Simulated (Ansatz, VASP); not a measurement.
## Cs in VASP and in Ansatz

The input INCAR:

```
PREC = Accurate ; ENCUT = 520
EDIFF = 1E-6 ; ISMEAR = 0
SIGMA = 0.15 ; LREAL = False
LASPH = True ; NELM = 80
ALGO = Fast ; ISIF = 2
LWAVE = False ; LCHARG = False
GGA = PE ; NBANDS = 10
```

KPOINTS

```
Automatic mesh
0
Gamma
  12 12 12
```

The input POSCAR:

```
Cs
1.0
   -3.1434000000      3.1434000000      3.0225000000
    3.1434000000     -3.1434000000      3.0225000000
    3.1434000000      3.1434000000     -3.0225000000
Cs
1
Direct
    0.0000000000      0.0000000000      0.0000000000
```

Input for Ansatz:

```yaml
crystal:
  lattice:
    - [-3.1434, 3.1434, 3.0225]
    - [3.1434, -3.1434, 3.0225]
    - [3.1434, 3.1434, -3.0225]
  atoms:
    - { symbol: Cs, position: [0.0, 0.0, 0.0] }
basis:
  ecutwfc: 420
kpoints:
  mp_grid: { grid: [12, 12, 12] }
hamiltonian:
  xc: pbe
scf:
  occupations: { method: gaussian, width: 0.15 }
output:
  forces: true
  stress: true
  eigenvalues: true
```

Change from the starting cell: strain +0.040 along x and y, +0.000 along z, atoms carried along.

Alike in both runs: task single point; functional PBE; k mesh 12 × 12 × 12; occupations gaussian, width 0.15 eV; no spin polarisation.

|  | VASP | Ansatz |
| --- | --- | --- |
| version | VASP 6.6.1 | Ansatz 0.2.0 |
| potentials or method | VASP PAW PBE potentials, release 64 (Cs_sv) | scalar-relativistic, plane waves, PAW |
| plane-wave cutoff (eV) | 520 | 420 |
| valence electrons in the cell | 9 | 9 |

VASP gave:

```
gap on the k mesh at the Fermi level (eV) : none
pressure (GPa)                            : -0.1
```

What did Ansatz give for the same quantities?

gap on the k mesh at the Fermi level (eV): none; pressure (GPa): 0.0.

A gap of «none» marks a metal or a gap that the smearing closes. With one functional, cell and mesh, what is left measures potentials, basis and numerics.

Spin-orbit coupling is left out, which matters for the levels of Cs.
